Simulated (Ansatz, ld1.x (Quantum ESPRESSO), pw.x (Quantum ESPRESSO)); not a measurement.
selenium: does the TM potential hold in the solid?

Se, norm-conserving Troullier–Martins (Kleinman–Bylander form), made with ld1.x (Quantum ESPRESSO) 7.5 (PBE, scalar-relativistic). Core [Ar] 3d10, reference 4s2 4p4. Waves: 4p (bound): rc 1.70 bohr; 4d channel at 0.05 Ry: rc 1.60 bohr; 4s (bound): rc 1.45 bohr. Local part: the s channel. Core correction: none.

Crystal test: fcc Se in pw.x 7.5, no spin, 13³ k-points, Fermi–Dirac smearing 0.01 Ry, cutoffs 70/280 Ry. The lattice is a test structure that the element need not adopt, and mesh and smearing are coarse.

pw.x input:

```
&control
  calculation='scf', prefix='x', pseudo_dir='./', outdir='./tmp', tstress=.true., disk_io='none'
/
&system
  ibrav=0, nat=1, ntyp=1, ecutwfc=70, ecutrho=280, nbnd=10,
  occupations='smearing', smearing='fd', degauss=0.01
/
&electrons
  conv_thr=1e-09, mixing_beta=0.4, electron_maxstep=70
/
ATOMIC_SPECIES
Se 1.0 Se.UPF
CELL_PARAMETERS angstrom
  0.00000000 2.16923430 2.16923430
  2.16923430 0.00000000 2.16923430
  2.16923430 2.16923430 0.00000000
ATOMIC_POSITIONS crystal
Se 0.0000 0.0000 0.0000
K_POINTS automatic
13 13 13 0 0 0
```

```bash
pw.x < Se.scf.in > Se.scf.out
```

Task: How does the run end?

Result: It converges; the pressure is -628.79 GPa against 0.17 GPa from all-electron LAPW. The pseudo pressure rises with volume over the whole range, a mechanical instability. Note: ghost state, extra bound levels that the all-electron valence spectrum of the same l lacks: d at -131.5 eV. A true bound ghost makes a file unfit for plane-wave use. A pressure error of this size marks a broken potential; the numbers have no physical meaning. The log shows:

```
     number of k points=    84  Fermi-Dirac smearing, width (Ry)=  0.0100
     iteration #  1     ecut=    70.00 Ry     beta= 0.40
     total energy              =     -63.33036656 Ry
     estimated scf accuracy    <      22.06837612 Ry
     iteration #  2     ecut=    70.00 Ry     beta= 0.40
     total energy              =     -57.29641669 Ry
     estimated scf accuracy    <       7.48689029 Ry
     iteration #  3     ecut=    70.00 Ry     beta= 0.40
     negative rho (up, down):  4.558E-02 0.000E+00
     total energy              =     -58.19953406 Ry
     estimated scf accuracy    <       0.06939313 Ry
     iteration #  4     ecut=    70.00 Ry     beta= 0.40
     negative rho (up, down):  3.314E-02 0.000E+00
     total energy              =     -58.18004018 Ry
     estimated scf accuracy    <       0.55403100 Ry
     [... 3 iterations left out ...]
     iteration #  8     ecut=    70.00 Ry     beta= 0.40
     total energy              =     -57.91745315 Ry
     estimated scf accuracy    <       0.00002599 Ry
     iteration #  9     ecut=    70.00 Ry     beta= 0.40
     total energy              =     -57.91744940 Ry
     estimated scf accuracy    <       0.00000829 Ry
     iteration # 10     ecut=    70.00 Ry     beta= 0.40
     total energy              =     -57.91744990 Ry
     estimated scf accuracy    <       0.00000020 Ry
     iteration # 11     ecut=    70.00 Ry     beta= 0.40
     the Fermi energy is   -40.7580 ev
!    total energy              =     -57.91744992 Ry
     estimated scf accuracy    <          7.4E-10 Ry
     smearing contrib. (-TS)   =      -0.06008387 Ry
     The total energy is F=E-TS. E is the sum of the following terms:
     one-electron contribution =     -49.74668444 Ry
     hartree contribution      =      22.88582744 Ry
     xc contribution           =     -10.86420640 Ry
     ewald contribution        =     -20.13230265 Ry
     convergence has been achieved in  11 iterations
          total   stress  (Ry/bohr**3)                   (kbar)     P=    -6287.91
     Message from routine punch:
     Nothing written, as per user request (disk_io='none')
```
